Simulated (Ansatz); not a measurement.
Something may be wrong with this Ansatz 0.2.0 calculation of Tc.

The input input.yaml:

```yaml
crystal:
  lattice:
    - [0.0, 1.95, 1.95]
    - [1.95, 0.0, 1.95]
    - [1.95, 1.95, 0.0]
  atoms:
    - { symbol: Tc, position: [0.0, 0.0, 0.0] }
hamiltonian:
  xc: lda
  pseudopotentials: { kind: paw }
kpoints:
  mp_grid: { grid: [7, 7, 7] }
scf:
  occupations: { method: fermi_dirac, width: 0.05 }
  n_extra_bands: 6
  max_iter: 80
output:
  forces: true
  stress: true
  eigenvalues: true
  dos: { projected: true, de: 0.05, nscf_kmesh: { grid: [11, 11, 11] } }
ecutwfc: 400
```

Potentials or basis: Ansatz PAW.

Command:

```sh
$ ansatz run input.yaml --threads 2 --pin off --max-ram 5632MiB --backend cpu --events-out ev --progress --plain --runs-dir out
```

Output:

```text
Error: YAML parse error: error: line 22 column 1: unknown field `ecutwfc`, expected one of crystal, accuracy, basis, kpoints, hamiltonian, magnetization, projection, total_charge, correlation, batch, efield, external_charges, scf, relax, neb, saddle, md, ramp, phonons, dielectric, real_time, elastic, magnetic_configurations, gw, evaluate, workflow, output, checkpoint, execution
  --> <input>:22:1
   |
20 |   eigenvalues: true
21 |   dos: { projected: true, de: 0.05, nscf_kmesh: { grid: [11, 11, …
22 | ecutwfc: 400
   | ^ unknown field `ecutwfc`, expected one of crystal, accuracy, basis, kpoints, hamiltonian, magnetization, projection, total_charge, correlation, batch, efield, external_charges, scf, relax, neb, saddle, md, ramp, phonons, dielectric, real_time, elastic, magnetic_configurations, gw, evaluate, workflow, output, checkpoint, execution
```

What happened, and what is wrong with the input?

The input was rejected before any iteration. The input holds a flaw that was put in on purpose: a keyword of another program (ecutwfc = 400).
